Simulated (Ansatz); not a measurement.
# LiCl: the cost of one run

Method: DFT LDA, scalar-relativistic, plane waves, PAW, in Ansatz 0.2.0.

1 further run of the same task is left out (it didn't finish).

**1. The structure to begin with**

The structure is hexagonal, space group P6_3mc (No. 186). Conventional cell: a = 3.925 Å, b = 3.925 Å, c = 6.357 Å, α = 90.00°, β = 90.00°, γ = 120.00°. Li (site symmetry 3m) is surrounded by 4 Cl at 2.40 Å. Cl (site symmetry 3m) is surrounded by 4 Li at 2.40 Å.

Structure file:

```xyz
4
Lattice="3.9249 0.0000 0.0000 -1.9624 3.3990 0.0000 0.0000 0.0000 6.3572" Properties=species:S:1:pos:R:3 pbc="T T T"
Li    1.9624    1.1330    5.5690
Li    0.0000    2.2660    2.3904
Cl    1.9624    1.1330    3.1721
Cl    0.0000    2.2660    6.3507
```

It goes back to an entry of the Materials Project, which need not be the stable form.

No relaxation comes first: the listed cell is the starting point.

**2. Zero of energy**

Reference values: F = -2498.7286 eV; pressure -2.73 GPa; largest force 0.016 eV/Å; gap on the mesh 5.52 eV. It was computed beforehand with the settings of the runs below.

**3. Next: a two-dimensional strain map**

The cell is strained by p along both x and y and by q along z, with fractional coordinates fixed.

**4. At p = -0.050, q = -0.050**

Input file input.yaml:

```yaml
crystal:
  lattice:
    - [3.7286380979, 0.0, 0.0]
    - [-1.864319049, 3.2290953143, 0.0]
    - [0.0, 0.0, 6.03930295]
  atoms:
    - { symbol: Li, position: [0.6666666667, 0.3333333333, 0.876017] }
    - { symbol: Li, position: [0.3333333333, 0.6666666667, 0.376017] }
    - { symbol: Cl, position: [0.6666666667, 0.3333333333, 0.498984] }
    - { symbol: Cl, position: [0.3333333333, 0.6666666667, 0.998984] }
basis:
  ecutwfc: 420
kpoints:
  mp_grid: { grid: [9, 9, 4] }
hamiltonian:
  xc: lda
scf:
  occupations: { method: gaussian, width: 0.05 }
output:
  forces: true
  stress: true
  eigenvalues: true
  write_density: true
  write_potential: true
  elf: true
  volumetric_format: npy
```

Command:

```console
$ ansatz run input.yaml --threads 1 --pin off --max-ram 1228MiB --backend cpu --events-out ev --progress --plain --runs-dir out
```

Q: Estimate wall time and peak memory on 1 thread of an Arm CPU, shared host.

About 8.5 s, with a peak of 0.34 GiB.
